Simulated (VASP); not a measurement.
# Zn (P-3m1) in VASP: electric field gradients with PBE

Aim: the electric field gradients of Zn with PBE.

Program: VASP 6.6.1. These are calculated values, not measurements. Logs are shortened: lines on timing, memory, paths and dates and some standing lists are left out, and cuts for length are marked.

## 1. The cell of the first run

It takes space group P-3m1 (No. 164, trigonal). The conventional cell has a = 2.665 Å, b = 2.665 Å, c = 4.947 Å, α = 90.00°, β = 90.00°, γ = 120.00°. Zn (site symmetry 3m) has 9 Zn at 2.66 to 2.75 Å as nearest neighbours.

This isn't the form of Zn at room conditions, which is hcp.

## 2. Electric field gradients, PBE (atom 1 (Zn) moved by [0.0, 0.0, 0.2] A, crystal datasets)

INCAR reads:

```
SYSTEM = Zn
ALGO     = Fast           ! electronic algorithm
EDIFF    = 1E-8           ! SCF threshold, eV
ENCUT    = 520            ! plane-wave cutoff, eV
GGA      = PE             ! functional
ISIF     = 2              ! what is computed and relaxed
ISMEAR   = -1             ! smearing method
LASPH    = .TRUE.         ! aspherical terms in the spheres
LCHARG   = .FALSE.        ! write CHGCAR
LEFG     = .TRUE.       
LREAL    = .FALSE.        ! projectors in reciprocal space
LWAVE    = .FALSE.        ! write WAVECAR
NBANDS   = 19             ! bands
NELM     = 100            ! most SCF steps
PREC     = Accurate       ! precision mode
SIGMA    = 0.03           ! smearing width, eV
```

KPOINTS reads:

```
k-points
0
G
  18 18 8
  0 0 0
```

POSCAR reads:

```
Zn
1.0
    2.6647980532      0.0000000000      0.0000000000
   -1.3323990266      2.3077828100      0.0000000000
    0.0000000000      0.0000000000      4.9467000000
Zn
2
Direct
    0.3333333333      0.6666666667      0.2904309944
    0.6666666667      0.3333333333      0.7500000000
```

Potentials or basis: VASP PAW PBE potentials, release 64 (Zn).

Started as:

```sh
> cat potpaw_PBE.64/Zn/POTCAR > POTCAR
> mpirun -np 1 vasp_std > vasp.out
```

OUTCAR:

```text
SYSTEM = Zn
   EDIFF = 1E-8
   ENCUT = 520
   GGA = PE
   ISIF = 2
   ISMEAR = -1
   LASPH = .TRUE.
   LREAL = .FALSE.
   NELM = 100
   PREC = Accurate

 ion  position               nearest neighbor table
   1  0.333  0.667  0.290-   2 2.75   2 2.75   2 2.75
   2  0.667  0.333  0.750-   1 2.75   1 2.75   1 2.75

  LATTYP: Found a hexagonal cell.
 ALAT       =     2.6647980532
 C/A-ratio  =     1.8563132745

  Lattice vectors:

 A1 = (   2.6647980532,   0.0000000000,   0.0000000000)
 A2 = (  -1.3323990266,   2.3077828100,   0.0000000000)
 A3 = (   0.0000000000,   0.0000000000,   4.9467000000)

Analysis of symmetry for initial positions (statically):
=====================================================================
 Subroutine PRICEL returns:
 Original cell was already a primitive cell.

 Routine SETGRP: Setting up the symmetry group for a
 hexagonal supercell.

 Subroutine GETGRP returns: Found 12 space group operations
 (whereof  6 operations were pure point group operations)
 out of a pool of 24 trial point group operations.

The static configuration has the point symmetry C_3v.
 The point group associated with its full space group is D_3d.

Analysis of symmetry for dynamics (positions and initial velocities):
=====================================================================
 Subroutine PRICEL returns:
 Original cell was already a primitive cell.

 Routine SETGRP: Setting up the symmetry group for a
 hexagonal supercell.

 Subroutine GETGRP returns: Found 12 space group operations
 (whereof  6 operations were pure point group operations)
 out of a pool of 24 trial point group operations.

The dynamic configuration has the point symmetry C_3v.
 The point group associated with its full space group is D_3d.

 Subroutine INISYM returns: Found 12 space group operations
 (whereof  6 operations are pure point group operations),
 and found     1 'primitive' translations

----------------------------------------------------------------------------------------

                                     Primitive cell

  volume of cell :      30.4211

  direct lattice vectors                    reciprocal lattice vectors
     2.664798053  0.000000000  0.000000000     0.375262958  0.216658170  0.000000000
[... 117 lines left out ...]
 non-spin polarized calculation
 RMM-DIIS sequential band-by-band and
  energy-cutoff  :      520.00
  volume of cell :       30.42
 maximum number of plane-waves:       855
   NGX =  9   NGY =  9   NGZ = 19

 number of electron      24.0000007 magnetization

 Free energy of the ion-electron system (eV)
  ---------------------------------------------------
  ext. energy  EPLUGINS =         0.00000000
  ---------------------------------------------------
  free energy    TOTEN  =        -2.16721195 eV

  energy without entropy =       -2.16549618  energy(sigma->0) =       -2.16635407

 E-fermi :   3.2720     XC(G=0): -11.5369

 val. band max:        3.2662106377   @ k =   0.3333   0.2778   0.1250
 cond. band min:       3.2993181576   @ k =   0.3333   0.2222   0.2500
 fundamental gap:      0.0331075199
 Fermi energy:         3.2719770173

 k-point     1 :       0.0000    0.0000    0.0000
  band No.  band energies     occupation
      1      -7.3730      2.00000
      2      -5.5450      2.00000
      3      -4.8095      2.00000
      4      -4.6146      2.00000
      5      -4.6146      2.00000
      6      -4.5637      2.00000
[... 505 lines left out ...]
      6      -4.4010      2.00000
[... 11 lines left out ...]
     18      16.1201      0.00000
     19      17.5168      0.00000

 [... further k-points ...]
[... 5 lines left out ...]
  --------------------------------------------------------------------------------------
  -------------------------------------------------------------------------------------
  Total        0.0795464      0.0795464      0.4650438      0.0000000      0.0000000      0.0000000
  in kB        4.1894416      4.1894416     24.4923031      0.0000000      0.0000000      0.0000000
  external PRESSURE =      10.9570621 kB  Pullay stress =       0.0000000 kB

 VOLUME and BASIS-vectors are now :
 -----------------------------------------------------------------------------
  energy-cutoff  :      520.00
  volume of cell :       30.42
      direct lattice vectors                 reciprocal lattice vectors
     2.664798053  0.000000000  0.000000000     0.375262958  0.216658170  0.000000000
    -1.332399027  2.307782810  0.000000000     0.000000000  0.433316340  0.000000000
     0.000000000  0.000000000  4.946700000     0.000000000  0.000000000  0.202154972

 POSITION                                       TOTAL-FORCE (eV/Angst)
 -----------------------------------------------------------------------------------
     -0.00000      1.53852      1.43667        -0.000000      0.000000     -0.495609
      1.33240      0.76926      3.71002         0.000000     -0.000000      0.495609
 -----------------------------------------------------------------------------------
    total drift:                                0.000000     -0.000000     -0.000087

  FREE ENERGIE OF THE ION-ELECTRON SYSTEM (eV)
  ---------------------------------------------------
  free  energy   TOTEN  =        -2.1672119518 eV

  energy  without entropy=       -2.1654961816  energy(sigma->0) =       -2.16635407

 Electric field gradients (V/A^2)
---------------------------------------------------------------------
 ion       V_xx      V_yy      V_zz      V_xy      V_xz      V_yz
---------------------------------------------------------------------
   1     -16.707   -16.701    33.408     0.006    -0.000     0.000
   2     -16.709   -16.702    33.411     0.006     0.000    -0.000
---------------------------------------------------------------------

 Electric field gradients after diagonalization (V/A^2)
 (convention: |V_zz| > |V_xx| > |V_yy|)
----------------------------------------------------------------------
 ion       V_xx      V_yy      V_zz     asymmetry (V_yy - V_xx)/ V_zz
----------------------------------------------------------------------
   1     -16.710   -16.697    33.408       0.000
   2     -16.712   -16.699    33.411       0.000
----------------------------------------------------------------------

           NMR quadrupolar parameters

 Cq : quadrupolar parameter    Cq=e*Q*V_zz/h
 eta: asymmetry parameters     (V_yy - V_xx)/ V_zz
 Q  : nuclear electric quadrupole moment in mb (millibarn)
----------------------------------------------------------------------
 ion       Cq(MHz)       eta       Q (mb)
----------------------------------------------------------------------
   1       0.081       0.000       1.000
   2       0.081       0.000       1.000
----------------------------------------------------------------------
```

Run time: 89 s. Hardware: 1 thread of Intel Xeon 6975P-C (Granite Rapids), shared host; peak memory 0.23 GiB.

Results:

* Free energy: -2.1672 eV
* Pressure: 1.1 GPa
* Largest force: 0.496 eV/Å
* Band gap on the k mesh: none (metal or under the smearing width)

Forces on the atoms (eV/Å):
```
Zn   0.000  0.000 -0.496
Zn   0.000  0.000  0.496
```

Electric field gradients, principal values (V/Å²):
| atom | Vxx | Vyy | Vzz |
| --- | --- | --- | --- |
| 1 Zn | -16.697 | -16.710 | 33.408 |
| 2 Zn | -16.699 | -16.712 | 33.411 |
